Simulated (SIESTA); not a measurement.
Wanted: an ASE script for a SIESTA 5.4.2 run.

```yaml
Task: band structure
Functional: PBE
Potentials_or_basis: PseudoDojo 0.4 stringent (PBE files)
Basis: DZP (energy shift 0.003 Ry; two zetas on semicore shells; d shell added on Ca)
Grid_cutoff: 800 Ry
Energy_shift: 0.003 Ry
k_mesh: 7 × 7 × 1
Occupations: fermi-dirac, width 0.05 eV
Spin: no spin polarisation
dipole_correction: yes
```

The structure of Ca lies in Ca.xyz:

```xyz
4
Lattice="3.8142859872 0.0000000000 0.0000000000 -1.2854141224 3.5911680727 -0.0000000000 0.0000000000 0.0000000000 24.3558920474" Properties=species:S:1:pos:R:3 pbc="T T T"
Ca     0.0000000000      0.0000000000      7.5000000000
Ca     1.2644359324      1.7955840363     10.6186306825
Ca     0.0000000000      0.0000000000     13.7372613650
Ca     1.2644359324      1.7955840363     16.8558920474
```

The slab is cut from a database's or a generator's crystal, which needn't be the stable form of the element.

The input as run:

run.py

```python
from ase.io import read
from ase.calculators.siesta import Siesta
from ase.units import Ry, GPa

atoms = read("Ca.xyz")

fdf = {
    'SCFMustConverge': False,
    'OccupationFunction': 'FD',
    'ElectronicTemperature': '0.05 eV',
    'Slab.DipoleCorrection': 'vacuum',
    'MaxSCFIterations': '120',
    'SCF.Mixer.Method': 'Pulay',
    'SCF.Mixer.Weight': '0.25',
    'SCF.Mixer.History': '8',
    'SCF.DM.Tolerance': '5.0e-05',
    'SCF.H.Tolerance': '1.0e-03 eV',
    'WriteForces': 'true',
    'Charge.Mulliken': 'end',
    'BandLinesScale': 'ReciprocalLatticeVectors',
    'BandLines': ['  1    0.000000   0.000000   0.000000  \\Gamma', ' 12    0.373972   0.373972   0.000000  X', '  7    0.000000   0.500000   0.000000  S', '  2    0.000000   0.500000   0.500000  R', '  7    0.373972   0.373972   0.500000  A', ' 12    0.000000   0.000000   0.500000  Z', '  2    0.000000   0.000000   0.000000  \\Gamma', ' 11   -0.500000   0.500000   0.000000  Y', '  4   -0.373972   0.626028   0.000000  X1', '  2   -0.373972   0.626028   0.500000  A1', '  4   -0.500000   0.500000   0.500000  T', '  2   -0.500000   0.500000   0.000000  Y', '  1    0.000000   0.000000   0.500000  Z', ' 11   -0.500000   0.500000   0.500000  T'],
    'PAO.Basis': ['Ca.1 5', 'n=3 0 2', '  3.547 0.000', 'n=4 0 2', '  9.500 0.000', 'n=3 1 2', '  4.081 0.000', 'n=4 1 1', '  9.500', 'n=3 2 1', '  7.000'],
}
calc = Siesta(
    label="Ca",
    command="siesta < PREFIX.fdf > PREFIX.out",
    pseudo_path="pseudos",
    pseudo_qualifier="",
    xc=('GGA', 'PBE'),
    basis_set="DZP",
    mesh_cutoff=800 * Ry,
    energy_shift=0.003 * Ry,
    kpts=[7, 7, 1],
    spin="non-polarized",
    fdf_arguments=fdf,
)
atoms.calc = calc

print(f"energy = {atoms.get_potential_energy():.6f} eV")
free = atoms.get_potential_energy(force_consistent=True)
print(f"free energy = {free:.6f} eV")
print("forces (eV/A):")
print(atoms.get_forces(apply_constraint=False).round(6))
print("stress (GPa, Voigt order, tension positive):", (atoms.get_stress() / GPa).round(4))
```

Potentials or basis: PseudoDojo 0.4 stringent (PBE files), DZP (energy shift 0.003 Ry; two zetas on semicore shells; d shell added on Ca).

Run with:

```console
$ python run.py
```

It gave:

| Property | Result |
| --- | --- |
| Largest force | 0.119 eV/Å |
| Band gap on the k mesh | none (metal or under the smearing width) |

Caveat: the basis of atomic orbitals isn't converged, which shifts pressures, moduli and gaps.

Run time: 100 s on 1 thread of Arm Neoverse V1 (shared host), peak memory 0.68 GiB.
